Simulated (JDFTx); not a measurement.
The system is C.

```
CELL_PARAMETERS angstrom
0.00000 1.78337 1.78337
1.78337 0.00000 1.78337
1.78337 1.78337 0.00000
ATOMIC_POSITIONS crystal
C 0.75000 0.75000 0.75000
C 0.50000 0.50000 0.50000
```

This isn't the form of C at room conditions, which is graphite.

Base run:

| Property | Result |
| --- | --- |
| Program | JDFTx 1.7.0 (patched build) |
| Functional | r2SCAN |
| Potentials or basis | SG15-PBE-1.2 |
| Cutoff | 1088 eV |
| Density cutoff | 8708 eV |
| k mesh | 13 × 13 × 13 |
| Occupations | fermi-dirac, width 0.05 eV |
| Spin | no spin polarisation |

Its results: band gap on the k mesh 4.27 eV, indirect (least direct gap 5.85 eV).

Problem. The run is repeated on the same cell with these changes: functional from r2SCAN to BJ06. What comes out?

Solution. Band gap on the k mesh 4.10 eV, indirect (least direct gap 5.98 eV).

Caveats: an odd mesh through Γ misses points on the zone boundary, where band edges often lie; a model potential gives levels but no total energy (some runs).

Not every run made on this cell is shown here.
